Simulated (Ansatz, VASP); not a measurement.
This is a calculation of BAs for Ansatz 0.2.0. 

File input.yaml:

```yaml
crystal:
  lattice:
    - [0.0, 2.3885, 2.3885]
    - [2.3885, 0.0, 2.3885]
    - [2.3885, 2.3885, 0.0]
  atoms:
    - { symbol: As, position: [0.75, 0.75, 0.75] }
    - { symbol: B, position: [0.0, 0.0, 0.0] }
kpoints:
  mp_grid: { grid: [10, 10, 10] }
scf:
  occupations: { method: fermi_dirac, width: 0.05 }
hamiltonian:
  xc: rpbe
  pseudopotentials: { kind: all_electron, lapw: { basis_error: 0.001 } }
output:
  forces: true
  stress: true
relax:
  f_tol: 0.02
  max_steps: 60
  cell: {}
```

Potentials or basis: all-electron LAPW, scalar-relativistic.

The run is started by

```bash
$ ansatz run input.yaml --threads 1 --pin off --max-ram 3072MiB --backend cpu --events-out ev --progress --plain --runs-dir out
```

**Question.** Set up the same calculation for VASP 6.6.1. Potentials or basis there: PBE PAW files As, B, 600 eV.

**Answer.** As run (cutoffs and basis follow the program's own potentials, and thresholds, step limits or extra output files can differ):

Contents of INCAR:

```
SYSTEM = BAs
  ALGO = Fast
  EDIFF = 1E-7
  EDIFFG = -0.01
  ENCUT = 600
  GGA = RP
  IBRION = 2
  ISIF = 3
  ISMEAR = -1
  LASPH = .True.
  LCHARG = .False.
  LREAL = .False.
  LWAVE = .False.
  NELM = 80
  NSW = 60
  PREC = Accurate
  SIGMA = 0.05
```

KPOINTS

```
k-points
0
Gamma
  10 10 10
  0 0 0
```

File POSCAR:

```
BAs
1.0
    0.0000000000      2.3885000000      2.3885000000
    2.3885000000      0.0000000000      2.3885000000
    2.3885000000      2.3885000000      0.0000000000
As B
1 1
Direct
    0.7500000000      0.7500000000      0.7500000000
    0.0000000000      0.0000000000      0.0000000000
```

Potentials or basis: VASP PAW PBE potentials, release 64 (As, B).

Launch:

```bash
$ cat potpaw_PBE.64/As/POTCAR potpaw_PBE.64/B/POTCAR > POTCAR
$ mpirun -np 1 vasp_std > vasp.out
```

Both were run:

|  | Ansatz | VASP |
| --- | --- | --- |
| Relaxed volume | 14.18 Å³/atom | 14.23 Å³/atom |
| Relaxed cell | a = 3.423 Å, b = 3.423 Å, c = 3.423 Å, α = 60.00°, β = 60.00°, γ = 60.00° | a = 3.427 Å, b = 3.427 Å, c = 3.427 Å, α = 60.00°, β = 60.00°, γ = 60.00° |
| Space group after relaxing | F-43m (No. 216) | F-43m (No. 216) |
| Pressure after relaxing | 0.0 GPa | 0.0 GPa |

VASP's potentials were made for PBE.

Where Ansatz's input types no cutoff or centring, it takes its own default and a Γ-centred mesh.

Pressure is positive in compression.
